## The row that looks wrong

Cadmium seems to break the pattern. When PBE is replaced by revPBE, its volume grows by 5.1 % and its bulk modulus falls by 23.8 %. Rubidium swells more, by 8.6 %, yet its modulus falls by only 13.9 %. If a metal softens because it expands, the one that expands most should soften most.

Period-5 metals in the omega (AlB2-type) structure, computed with Ansatz 0.2.0: PBE and revPBE, plane-wave PAW, scalar-relativistic, 420 eV cutoff, Fermi-Dirac smearing. Volumes and bulk moduli come from equation-of-state fits to uniformly scaled cells. Only Zr with PBE was run spin-polarised, from a ferromagnetic start; all other runs were held non-magnetic.

```csv
element,distinct smearing widths among the runs behind the row (eV),distinct k-meshes among the runs behind the row,Z,valence electrons,smearing width,k mesh,"volume per atom, PBE (Å³)","volume per atom, revPBE (Å³)","bulk modulus, PBE (GPa)","bulk modulus, revPBE (GPa)","bulk modulus pressure derivative, PBE","volume per atom, revPBE over volume per atom, PBE, less one (%)","bulk modulus, revPBE over bulk modulus, PBE, less one (%)"
Rb,0.1,5x5x8 / 5x5x7,37,1,0.1 eV,5×5×8,91.80,99.73,2.72,2.34,3.77,8.6,-13.9
Sr,0.1,7x7x10 / 6x6x9,38,2,0.1 eV,7×7×10,55.41,58.29,10.7,10.1,3.05,5.2,-5.5
Y,0.1,7x7x10,39,3,0.1 eV,7×7×10,32.43,33.38,39.4,37.5,3.13,2.9,-4.9
Zr,0.05 / 0.1,10x10x13 / 8x8x11,40,4,0.05 eV,10×10×13,23.10,23.50,95.3,92.0,3.54,1.7,-3.5
Nb,0.1,9x9x13,41,5,0.1 eV,9×9×13,18.48,18.71,164,159,3.83,1.3,-3.3
Mo,0.1,10x10x16 / 9x9x14,42,6,0.1 eV,10×10×16,16.12,16.28,238,230,4.17,1.0,-3.2
Ru,0.1,10x10x13,44,8,0.1 eV,10×10×13,14.10,14.25,294,282,4.83,1.1,-3.9
Rh,0.1,11x11x16 / 10x10x13,45,9,0.1 eV,11×11×16,14.43,14.63,240,227,5.17,1.4,-5.5
Pd,0.1,11x11x15 / 9x9x13,46,10,0.1 eV,11×11×15,15.67,16.01,159,145,5.51,2.1,-9.0
Ag,0.1,9x9x13 / 9x9x12,47,11,0.1 eV,9×9×13,18.25,18.84,86.3,74.4,5.74,3.3,-13.7
Cd,0.1,9x9x13 / 8x8x11,48,12,0.1 eV,9×9×13,23.66,24.86,35.4,27.0,6.31,5.1,-23.8
In,0.1,8x8x11,49,3,0.1 eV,8×8×11,27.98,28.97,33.0,29.1,5.32,3.5,-11.8
Sn,0.1,8x8x11,50,4,0.1 eV,8×8×11,28.12,28.74,45.7,42.7,4.54,2.2,-6.5
```

The way out is to ask three questions of each metal. How hard does the new functional push the atoms apart? How stiffly does the metal resist? And how quickly does its stiffness fade as the atoms move apart? Rubidium leads in expansion because it hardly resists, and cadmium leads in softening because its stiffness fades fast and, as will be seen, the push gives little of it back.

## Sizes worth remembering

revPBE gives a larger volume and a lower bulk modulus than PBE in every row. For the stiff metals from Zr to Ru the step is one to two per cent in volume and three to four per cent in modulus. At the soft ends of the d series it reaches five to nine per cent in volume, and in Cd it takes away nearly a quarter of the modulus. The choice between the two functionals is therefore a small matter for molybdenum and a large one for cadmium.

The small steps should not be ranked too finely. Zr, Nb and Mo differ by only a few tenths of a per cent in their modulus changes, and the Zr and Mo rows combine runs on different k-meshes; Zr also mixes two smearing widths. Several of the softer metals, Rb and Cd among them, mix k-meshes as well, but their steps are many times larger than these few tenths.

Two settings apply to the whole comparison. The PAW datasets were made for PBE and serve revPBE too. And magnetism is hardly tested: only the PBE run of Zr allowed moments, and its ferromagnetic start fell to zero. All other runs were held non-magnetic. This may matter most for Pd, which in its ordinary structure is close to ferromagnetism.

## Where the push comes from

PBE and revPBE differ only in exchange, and there only in how strongly they reward a density that varies steeply compared with its own size. Such regions lie in the outer parts of atoms and between them. When atoms are drawn apart, the density between them thins out and becomes more uneven. revPBE rewards this more than PBE does, so it weakens the bonding and favours a larger crystal. This is the usual explanation in outline. Which region matters most, the space between the atoms or the zone where inner shells meet the valence electrons, is not computed here; the table shows only the expansion that results.

The effect can be pictured as an outward pressure added to the PBE crystal. Its size follows from the results: it is the pull with which the PBE crystal, stretched to the revPBE volume, tries to shrink back. It is about 0.2 GPa in Rb, 1 GPa in Y, In and Sn, and 3 GPa in Ru, Rh and Pd. Broadly, the more closely packed the atoms, the larger the push.

For Cd this pull can also be read from the pressures of the PBE calculation at neighbouring volumes. That reading gives 1.46 GPa, against 1.50 GPa from the fitted curve. The agreement supports the size of the push, though not its origin.

## Why soft metals expand most

A push has to be compared with the resistance that it meets. Across the table the push varies by a factor of about 17, but the PBE bulk modulus varies by a factor of about 108. Resistance therefore decides most of the trend. Rubidium feels the weakest push of all and still expands most, because it is by far the softest.

Stiffness is not the whole of it, as yttrium and cadmium show. Their PBE moduli are close, 39.4 and 35.4 GPa, but Cd expands by 5.1 % and Y by 2.9 %. The atoms of Cd are packed more closely, and the push on them is about 1.4 times as large. Cadmium also gives way more readily once it has begun to expand, which leads to the third question.

## Why cadmium softens most

A stretched metal is softer than a relaxed one. The pressure derivative of the bulk modulus measures how fast the stiffness changes with compression or stretching. It is 6.31 in Cd and 3.77 in Rb, so each per cent of expansion costs Cd far more of its stiffness.

The high value in Cd may have more than one cause, and none is tested here. Its 4d shell is full, and neighbouring full shells repel each other at short range, a repulsion that fades quickly when the atoms part. But silver also has a full 4d shell and its atoms sit closer together, yet its value is lower, 5.74. Something more is probably at work in Cd. Its free atom has a filled 5s shell too, so bonding relies on mixing 5s with 5p states, and this mixing is expected to weaken as the atoms part. A filled 5s shell is not enough by itself: strontium has one too, yet its value is only 3.05. But Sr has empty 4d states close by that can help to bind, while in Cd the 4d states are already full. In Rb the valence electrons form a thin, spread-out gas whose resistance changes more gently.

Yet this alone does not settle the order of the two metals. If each is simply stretched along its own PBE curve to its revPBE volume, both lose about 28 % of their modulus. The larger expansion of Rb makes up for its gentler curve. Something else must give stiffness back, and must give more of it to Rb.

That something is the push itself. It weakens as the crystal grows and strengthens as the crystal is squeezed, so it acts like an additional spring. Measured against the metal's own stiffness, this spring is strongest where the expansion is largest, which is in Rb. In all thirteen metals the PBE curve alone predicts too much softening, as it should if the push fades with distance.

## A rule for the back of an envelope

Let B be the PBE bulk modulus, B′ its pressure derivative, V the volume and p the push. Let x be the fractional change of volume from PBE to revPBE. For small changes the argument runs as follows.

1. The crystal expands until its pull balances the push: p ≈ B·x.
2. Stretching lowers the PBE modulus by the fraction B′·x.
3. If the push falls as V^(−4/3), it adds (4/3)·p to the modulus, which is the fraction (4/3)·x.
4. Together: **change of modulus ≈ −(B′ − 4/3) × change of volume**, both in per cent.

The third step is the weak one. Exchange energy varies as one over length when a whole density is stretched evenly, and the corresponding pressure then varies as V^(−4/3). In a real crystal the atomic cores keep their size. Even stretching alone would in fact make the extra exchange of revPBE pull inwards; the outward push arises because the density changes its shape. The power is therefore borrowed as a simple assumption, not derived.

For cadmium, B′ − 4/3 is 6.31 − 1.33 = 4.98. Multiplied by the expansion of 5.1 %, this gives a softening of about 25 %, and the full calculation gives 24 %. The power 4/3 is assumed, not fitted to the table. The rule does need both volumes as input: it predicts the modulus, not the expansion.

For rubidium the multiplier is only 3.77 − 1.33 = 2.44. With the expansion of 8.6 % it gives a softening of about 21 %. The rule thus puts Cd ahead of Rb, as the calculation does, but it makes Rb too soft.

## How far the rule can be trusted

For expansions of several per cent a straight-line rule is crude. A better version takes the PBE modulus from the third-order Birch–Murnaghan curve at the revPBE volume and adds 4/3 of the push. Outside Rb and Sr it meets the computed softening to within about 1.5 percentage points. Without the added spring, the typical (root-mean-square) miss over all rows is more than three times as large.

Rubidium and strontium remain the exceptions. The better version predicts a softening of 18 % for Rb where the calculation gives 14 %, and it is 3 percentage points too high for Sr. Read backwards, the results ask for a push that fades roughly as V^(−2) in both metals, faster than the assumed V^(−4/3). Why it should do so in these two open metals is not shown. The differing k-meshes behind both rows, or a slightly different cell shape under revPBE, may also play a part.

## Which level for which purpose

The step between the functionals is best set against the tolerance of the task. If a volume is needed to 2 %, the choice matters in eight of the thirteen metals: Rb, Sr, Y, Pd, Ag, Cd, In and Sn. If a bulk modulus is needed to 5 %, it again matters in eight, with Rh taking the place of Y. For Zr, Nb, Mo and Ru either functional serves at these tolerances, as far as the step between them is concerned.

Lengths are more forgiving than volumes, because a small change of length is a third of the change of volume. The average length changes by 0.3 % in Mo and by 2.8 % in Rb. If the cell keeps its shape, a tolerance given for a lattice constant should therefore be tripled before it is compared with the volume changes in the table.

It also matters whether a modulus is wanted in GPa or in per cent. Ru loses 12 GPa and Cd loses 8.4 GPa, which look alike. For Ru this is a correction of 4 %, while for Cd it is nearly a quarter of the whole.

## Which level is right

The table compares two functionals with each other, not with experiment. The step is a measure of sensitivity and should not be read as the error of either level. Handbook values are of little help here, since at ordinary pressure these metals normally take other structures; zirconium adopts this one when squeezed. Some of the others may not even be stable in it, and the calculation would not reveal this, because it holds the symmetry fixed.

For the late 4d metals general experience gives a lead. In their ordinary structures PBE tends to make Pd and Ag somewhat too large and too soft. In the present structure revPBE moves both metals further in that direction. For volumes and stiffness of such metals PBE is therefore the more sensible choice of the two.

In soft metals such as Rb and Cd neither volume should be taken as final. Both levels leave out dispersion forces, which would pull the atoms together, and zero-point motion, which would push them slightly apart. Even a small added pressure moves a soft crystal noticeably, for the same reason that revPBE does.

If revPBE is chosen for the energies of molecules on a metal surface, the metal should have its revPBE lattice constant. In the present structure, palladium held at its PBE volume would be squeezed by roughly 3 GPa in a revPBE calculation. A similar squeeze is to be expected in its ordinary structure, and that strain would enter every surface energy.

## What the second functional costs

Both functionals use the density and its gradient, so a single run should cost about the same with either. A complete second set of volumes roughly doubles the work. For the stiff metals from Zr to Ru this effort buys a change of a few per cent in the modulus.

A cheaper first look follows from the same picture. Compute the pressure with both functionals at the PBE volume and divide the difference by the PBE modulus. This estimates the expansion, and the rule above turns it into a change of stiffness. The shortcut has not been tried on these metals; where it signals a step larger than the task allows, the full revPBE curve is worth its price.
